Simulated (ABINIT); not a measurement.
# BN (R3m) in ABINIT: notebook

One crystal, BN, is run at these levels: r2SCAN, SCAN; tasks: band structure.

Everything below comes from runs of ABINIT 10.8.3 (patched build). Logs are shortened: lines on timing, memory, paths and dates and some standing lists are left out, and cuts for length are marked. The log counts tension as positive stress, the text compression.

### Step 1. The structure

The structure is trigonal, space group R3m (No. 160). Conventional cell: a = 2.502 Å, b = 2.502 Å, c = 10.119 Å, α = 90.00°, β = 90.00°, γ = 120.00°. N (site symmetry 3m) is surrounded by 3 B at 1.44 Å. B (site symmetry 3m) is surrounded by 3 N at 1.44 Å.

The cell is a database's computed one.

### Step 2. Band structure, r2SCAN

run.abi

```
# Datasets: ground state, then fixed potential
ndtset 2

# Pseudopotentials
pp_dirpath "./"
pseudos "N.GGA_PBE-JTH.xml, B.GGA_PBE-JTH.xml"

# Structure
acell 3*1.0
rprim
     2.3642775188     1.3650162619     6.3739222586
    -2.3642775188     1.3650162619     6.3739222586
     0.0000000000    -2.7300325238     6.3739222586
ntypat 2
znucl 7 5
natom 2
typat 1 2
xred
     0.6672382000     0.6672382000     0.6672382000
     0.0003288000     0.0003288000     0.0003288000

# Plane-wave basis
ecut 31.0
pawecutdg 53.0
pawovlp 30

# Exchange and correlation
ixc -497498
usekden 1
pawxcdev 0

# Bands and occupations
occopt 3
tsmear 0.00183747

# SCF cycle
nstep 100

# Output
iomode 3
prtwf 0
prteig 0
prtebands 0
enunit 1
prtden1 1
prtkden1 1

# Dataset 1
kptopt1 1
ngkpt1 12 12 12
nshiftk1 1
shiftk1 0.0 0.0 0.0
nband1 8
tolvrs1 1.0e-7

# Dataset 2: bands along G-L-B1
iscf2 -2
getden2 1
getkden2 1
nband2 14
nbdbuf2 4
tolwfr2 1.0e-11
kptopt2 -2
ndivsm2 8
prteig2 1
prtvol2 -3
kptbounds2
     0.0000000000     0.0000000000     0.0000000000
     0.5000000000     0.0000000000     0.0000000000
     0.5000000000     0.1972419765    -0.1972419765
```

Potentials or basis: JTH PAW PBE v2.0.

Started as:

```console
> abinit run.abi > log 2>&1
```

run.abo:

```text
.Version 10.8.3 of ABINIT
 DATASET    1 : space group R3 m (#160); Bravais hR (rhombohedral)
================================================================================
 Values of the parameters that define the memory need for DATASET  1.
     intxc =       0    ionmov =       0      iscf =      17    lmnmax =       8
     lnmax =       4     mgfft =      36  mpssoang =       2    mqgrid =    3001
     natom =       2  nloc_mem =       2    nspden =       1   nspinor =       1
    nsppol =       1      nsym =       6    n1xccc =       1    ntypat =       2
    occopt =       3   xclevel =       2
       mpw =        1030          nfft =       46656          nkpt =         189
 PAW method is used; the additional fine FFT grid is defined by:
   mgfftf=        48    nfftf =    110592
================================================================================
================================================================================

 DATASET    2 : space group R3 m (#160); Bravais hR (rhombohedral)
================================================================================
 Values of the parameters that define the memory need for DATASET  2.
     intxc =       0    ionmov =       0      iscf =      -2    lmnmax =       8
     lnmax =       4     mgfft =      36  mpssoang =       2    mqgrid =    3001
     natom =       2  nloc_mem =       2    nspden =       1   nspinor =       1
    nsppol =       1      nsym =       6    n1xccc =       1    ntypat =       2
    occopt =       3   xclevel =       2
       mpw =        1028          nfft =       46656          nkpt =          21
 PAW method is used; the additional fine FFT grid is defined by:
   mgfftf=        48    nfftf =    110592
================================================================================
================================================================================

--------------------------------------------------------------------------------
------------- Echo of variables that govern the present computation ------------
--------------------------------------------------------------------------------
 -outvars: echo values of preprocessed input variables --------
            acell      1.0000000000E+00  1.0000000000E+00  1.0000000000E+00 Bohr
              amu      1.40067400E+01  1.08110000E+01
             ecut      3.10000000E+01 Hartree
           enunit           1
           getden1          0
           getden2          1
          getkden1          0
          getkden2          1
             iscf1         17
             iscf2         -2
              ixc     -497498
           jdtset        1    2
           kptopt1          1
           kptopt2         -2
         kptrlatt       12    0    0      0   12    0      0    0   12
          kptrlen1     5.67426605E+01
          kptrlen2     3.00000000E+01
            natom           2
            nband1          8
            nband2         14
           nbdbuf1          0
           nbdbuf2          4
           ndtset           2
           ndivsm1          0
           ndivsm2          8
            ngfft          36      36      36
          ngfftdg          48      48      48
             nkpt1        189
             nkpt2         21
            nstep         100
             nsym           6
           ntypat           2
           occopt           3
        pawecutdg      5.30000000E+01 Hartree
          pawovlp      3.0000000000E+01
         pawxcdev           0
        prtebands           0
           prteig1          0
           prteig2          1
          prtkden           1
           prtvol1          0
           prtvol2         -3
            prtwf           0
            rprim      2.3642775188E+00  1.3650162619E+00  6.3739222586E+00
                      -2.3642775188E+00  1.3650162619E+00  6.3739222586E+00
                       0.0000000000E+00 -2.7300325238E+00  6.3739222586E+00
           shiftk1     0.00000000E+00  0.00000000E+00  0.00000000E+00
           shiftk2     5.00000000E-01  5.00000000E-01  5.00000000E-01
          spgroup         160
           tolvrs1     1.00000000E-07
           tolvrs2     0.00000000E+00
           tolwfr1     0.00000000E+00
           tolwfr2     1.00000000E-11
           tsmear      1.83747000E-03 Hartree
            typat      1  2
          usekden           1
           useylm           1
           xangst     -1.8312220725E-16  6.9490387940E-17  6.7516520354E+00
                      -2.5484012521E-20  1.9479431747E-20  3.3270624932E-03
            xcart     -3.4605081928E-16  1.3131780159E-16  1.2758773244E+01
[... 226 lines left out ...]
 R(1)=  2.3642775  1.3650163  6.3739223  G(1)=  0.2114811  0.1220987  0.0522964
 R(2)= -2.3642775  1.3650163  6.3739223  G(2)= -0.2114811  0.1220987  0.0522964
 R(3)=  0.0000000 -2.7300325  6.3739223  G(3)=  0.0000000 -0.2441973  0.0522964
 Unit cell volume ucvol=  1.2342249E+02 bohr^3
 Angles (23,13,12)=  3.98719868E+01  3.98719868E+01  3.98719868E+01 degrees

 Coarse grid specifications (used for wave-functions):

 getcut: wavevector=  0.0000  0.0000  0.0000  ngfft=  36  36  36
         ecut(hartree)=     31.000   => boxcut(ratio)=   2.07182

 Fine grid specifications (used for densities):

 getcut: wavevector=  0.0000  0.0000  0.0000  ngfft=  48  48  48
         ecut(hartree)=     53.000   => boxcut(ratio)=   2.11340
--------------------------------------------------------------------------------

================================================================================
 Non-SCF case, kpt    1 (  0.00000  0.00000  0.00000), residuals and eigenvalues=
  2.18E-12  4.94E-12  1.92E-12  2.44E-12  9.73E-13  3.50E-12  5.96E-12  9.33E-12
  1.44E-12  4.93E-12  2.66E-10  3.55E-09  1.06E-07  5.00E-11
 -5.9136E-01 -5.7799E-02  5.0947E-02  5.0947E-02  3.0007E-01  5.5586E-01
  5.5586E-01  6.2820E-01  6.7313E-01  1.1089E+00  1.1810E+00  1.2102E+00
  1.2102E+00  1.3162E+00
 Non-SCF case, kpt    2 (  0.04167  0.00000  0.00000), residuals and eigenvalues=
  1.40E-12  2.10E-12  4.40E-12  6.35E-12  7.22E-12  9.67E-13  9.47E-12  1.00E-12
  2.24E-12  7.27E-12  1.05E-10  3.67E-10  2.50E-08  3.03E-05
 -5.9004E-01 -5.6365E-02  4.5218E-02  4.8381E-02  3.0287E-01  5.5524E-01
  5.6172E-01  6.2325E-01  6.7752E-01  1.1124E+00  1.1553E+00  1.1896E+00
[... 101 lines left out ...]
  6.4973E-01  7.0291E-01  7.9367E-01  8.6826E-01  9.4987E-01  1.1011E+00
  1.1811E+00  1.3549E+00
 Non-SCF case, kpt   20 (  0.50000  0.17259 -0.17259), residuals and eigenvalues=
  1.84E-12  1.16E-12  1.84E-12  2.08E-12  3.35E-12  1.06E-12  1.04E-12  1.50E-12
  3.65E-12  3.11E-12  9.96E-12  1.95E-11  6.49E-08  1.80E-06
 -4.4749E-01 -2.0029E-01 -1.7519E-01  9.7898E-02  2.9657E-01  5.6743E-01
  6.4954E-01  7.2366E-01  8.1403E-01  8.6483E-01  9.3475E-01  1.0741E+00
  1.1822E+00  1.3202E+00
 Non-SCF case, kpt   21 (  0.50000  0.19724 -0.19724), residuals and eigenvalues=
  3.32E-12  3.93E-12  1.26E-12  2.94E-12  2.05E-12  5.02E-12  7.37E-12  2.77E-12
  6.23E-12  1.01E-12  1.71E-12  9.42E-12  4.57E-09  1.21E-08
 -4.5016E-01 -2.0312E-01 -1.6479E-01  8.6007E-02  3.0022E-01  5.7977E-01
  6.4872E-01  7.2376E-01  8.2718E-01  8.7817E-01  9.3186E-01  1.0526E+00
  1.1796E+00  1.2931E+00

Result for kinetic energy density :

--------------------------------------------------------------------------------
 Total kinetic energy density [Ha/Bohr^3]
)     Maximum=    2.8351E+00  at reduced coord.    0.6667    0.6667    0.6667
)     Minimum=    1.9561E-03  at reduced coord.    0.1875    0.1667    0.1667
   Integrated=    7.8549E+00
--------------------------------------------------------------------------------

--- !ResultsGS
iteration_state: {dtset: 2, }
comment   : Summary of ground state results
lattice_vectors:
- [  2.3642775,   1.3650163,   6.3739223, ]
- [ -2.3642775,   1.3650163,   6.3739223, ]
- [  0.0000000,  -2.7300325,   6.3739223, ]
lattice_lengths: [   6.93397,    6.93397,    6.93397, ]
lattice_angles: [ 39.872,  39.872,  39.872, ] # degrees, (23, 13, 12)
lattice_volume:   1.2342249E+02
convergence: {deltae:  0.000E+00, res2:  0.000E+00, residm:  9.850E-12, diffor:  0.000E+00, }
etotal    :  -1.26210686E+01
entropy   :   0.00000000E+00
fermie    :   1.50122999E-01
cartesian_stress_tensor: null
pressure_GPa: null
xred      :
- [  6.6724E-01,   6.6724E-01,   6.6724E-01,  N]
- [  3.2880E-04,   3.2880E-04,   3.2880E-04,  B]
cartesian_forces: null
force_length_stats: {min: null, max: null, mean: null, }
...

 Integrated electronic density in atomic spheres:
 ------------------------------------------------
 Atom  Sphere_radius  Integrated_density
    1        1.20497          2.73242630
    2        1.70617          2.20925864

================================================================================

 ----iterations are completed or convergence reached----

 Mean square residual over all n,k,spin=   35.344E-13; max=  98.498E-13
 reduced coordinates (array xred) for    2 atoms
       0.667238200000      0.667238200000      0.667238200000
       0.000328800000      0.000328800000      0.000328800000

 cartesian coordinates (angstrom) at end:
    1     -0.00000000000000     0.00000000000000     6.75165203538453
    2     -0.00000000000000     0.00000000000000     0.00332706249318
 length scales=  1.000000000000  1.000000000000  1.000000000000 bohr
              =  0.529177210544  0.529177210544  0.529177210544 angstroms
 Eigenvalues (   eV  ) for nkpt=  21  k points:
 kpt#   1, nband= 14, wtk=  1.00000, kpt=  0.0000  0.0000  0.0000 (reduced coord)
 -16.09183   -1.57279    1.38633    1.38633    8.16538   15.12571   15.12571   17.09418
  18.31681   30.17591   32.13768   32.93002   32.93002   35.81562
 kpt#   2, nband= 14, wtk=  1.00000, kpt=  0.0417  0.0000  0.0000 (reduced coord)
 -16.05577   -1.53378    1.23046    1.31650    8.24140   15.10894   15.28515   16.95943
  18.43632   30.26984   31.43656   32.37110   32.95063   36.43231
 kpt#   3, nband= 14, wtk=  1.00000, kpt=  0.0833  0.0000  0.0000 (reduced coord)
 -15.94810   -1.41735    0.78743    1.11853    8.45955   15.06320   15.75056   16.56942
  18.77502   29.93189   30.62226   31.33201   33.12045   37.34029
 kpt#   4, nband= 14, wtk=  1.00000, kpt=  0.1250  0.0000  0.0000 (reduced coord)
 -15.77036   -1.22525    0.11776    0.82239    8.79815   14.99829   15.96165   16.48810
  19.28310   28.43498   30.26322   30.99999   33.34975   37.73579
 kpt#   5, nband= 14, wtk=  1.00000, kpt=  0.1667  0.0000  0.0000 (reduced coord)
 -15.52536   -0.97108   -0.69798    0.46554    9.23516   14.91307   15.19864   17.45301
  19.89510   27.01634   29.26651   31.35374   33.56027   37.75107
 kpt#   6, nband= 14, wtk=  1.00000, kpt=  0.2083  0.0000  0.0000 (reduced coord)
 -15.21766   -1.64276   -0.61277    0.08390    9.74865   14.27201   14.88533   18.59769
[... 32 lines left out ...]
 -12.46262   -6.11953   -3.35017    2.54686    8.50674   15.15832   17.26860   17.93274
  20.77383   24.62224   27.01359   31.12980   31.99720   36.70997
 kpt#  18, nband= 14, wtk=  1.00000, kpt=  0.5000  0.1233 -0.1233 (reduced coord)
 -12.32422   -5.86166   -4.01943    2.69622    8.34841   15.24742   17.71643   18.22462
  21.05062   24.08875   26.42305   30.70128   32.04914   37.94419
 kpt#  19, nband= 14, wtk=  1.00000, kpt=  0.5000  0.1479 -0.1479 (reduced coord)
 -12.21509   -5.58617   -4.56825    2.76312    8.16687   15.27511   17.68005   19.12708
  21.59674   23.62650   25.84735   29.96341   32.14058   36.86958
 kpt#  20, nband= 14, wtk=  1.00000, kpt=  0.5000  0.1726 -0.1726 (reduced coord)
 -12.17671   -5.45029   -4.76717    2.66395    8.06997   15.44045   17.67490   19.69172
  22.15097   23.53332   25.43592   29.22707   32.16958   35.92486
 kpt#  21, nband= 14, wtk=  1.00000, kpt=  0.5000  0.1972 -0.1972 (reduced coord)
 -12.24944   -5.52716   -4.48427    2.34037    8.16953   15.77628   17.65253   19.69444
  22.50880   23.89620   25.35731   28.64383   32.09831   35.18777

== END DATASET(S) ==============================================================
================================================================================

 -outvars: echo values of variables after computation  --------
            acell      1.0000000000E+00  1.0000000000E+00  1.0000000000E+00 Bohr
           etotal1    -1.2621068566E+01
            fcart1    -8.0866598533E-21  1.3892664283E-20 -3.7469820932E-04
                       8.0866598533E-21 -1.3892664283E-20  3.7469820932E-04
            rprim      2.3642775188E+00  1.3650162619E+00  6.3739222586E+00
                      -2.3642775188E+00  1.3650162619E+00  6.3739222586E+00
                       0.0000000000E+00 -2.7300325238E+00  6.3739222586E+00
           strten1    -7.9433853025E-05 -7.9433852926E-05 -1.8431764688E-04
                       0.0000000000E+00  0.0000000000E+00  0.0000000000E+00
           xangst     -1.8312220725E-16  6.9490387940E-17  6.7516520354E+00
                      -2.5484012521E-20  1.9479431747E-20  3.3270624932E-03
             xred      6.6723820000E-01  6.6723820000E-01  6.6723820000E-01
                       3.2880000000E-04  3.2880000000E-04  3.2880000000E-04
 Calculation completed.
```

Wall time 4.7 min (1 thread of Arm Neoverse V1, shared host); peak memory 0.18 GiB.

What came out:

```
Free energy             : -343.4368 eV
Pressure                : 3.4 GPa
Largest force           : 0.019 eV/Å
Band gap on the k mesh  : 4.80 eV, indirect (least direct gap 5.36 eV)
Band gap along the path : 5.31 eV, indirect (least direct gap 5.40 eV)
```

Forces in eV/Å, atoms in the order of the input:
```
N    0.000  0.000 -0.019
B    0.000  0.000  0.019
```

Levels at the corners of the path, in eV from the valence-band top:
| point | band 1 | band 2 | band 3 | band 4 | band 5 | band 6 | band 7 | band 8 | band 9 |
| --- | --- | --- | --- | --- | --- | --- | --- | --- | --- |
| Γ | -18.85 | -4.34 | -1.38 | -1.38 | 5.40 | 12.36 | 12.36 | 14.33 | 15.55 |
| L | -15.57 | -9.37 | -4.28 | -0.65 | 5.87 | 10.54 | 13.68 | 15.72 | 20.99 |
| B1 | -15.01 | -8.29 | -7.25 | -0.42 | 5.41 | 13.01 | 14.89 | 16.93 | 19.75 |

Caveat: totals of a meta-GGA on PAW files have another zero than those of a GGA; the PAW data sets were made with another functional, which shifts forces and pressure a little; the atomic spheres overlap. r2SCAN opens gaps a little over a GGA but as a rule still falls short of measured ones.

### Step 3. Band structure, SCAN

Changes to run.abi since step 2:

```diff
@@ -27,3 +27,3 @@
 # Exchange and correlation
-ixc -497498
+ixc -263267
 usekden 1
```

Potentials or basis: JTH PAW PBE v2.0.

Started as:

```console
> abinit run.abi > log 2>&1
```

It took 4.7 min on 1 thread of Arm Neoverse V1, shared host; peak memory 0.17 GiB.

It converged, with:

```
Free energy             : -344.1956 eV
Pressure                : 2.0 GPa
Largest force           : 0.042 eV/Å
Band gap on the k mesh  : 4.74 eV, indirect (least direct gap 5.28 eV)
Band gap along the path : 5.22 eV, indirect (least direct gap 5.32 eV)
```

Forces in eV/Å, atoms in the order of the input:
```
N    0.000  0.000 -0.042
B    0.000  0.000  0.042
```

Stress tensor (GPa, compression positive):
```
0.50 0.00 0.00
0.00 0.50 0.00
0.00 0.00 4.88
```

Levels at the corners of the path, in eV from the valence-band top:
```csv
point,band 1,band 2,band 3,band 4,band 5,band 6,band 7,band 8,band 9
Γ,-18.86,-4.35,-1.38,-1.38,5.37,12.38,12.38,14.24,15.56
L,-15.58,-9.37,-4.29,-0.65,5.80,10.53,13.62,15.66,20.95
B1,-15.02,-8.29,-7.25,-0.43,5.33,12.97,14.85,16.90,19.74
```

Caveat: totals of a meta-GGA on PAW files have another zero than those of a GGA; the PAW data sets were made with another functional, which shifts forces and pressure a little; the atomic spheres overlap.
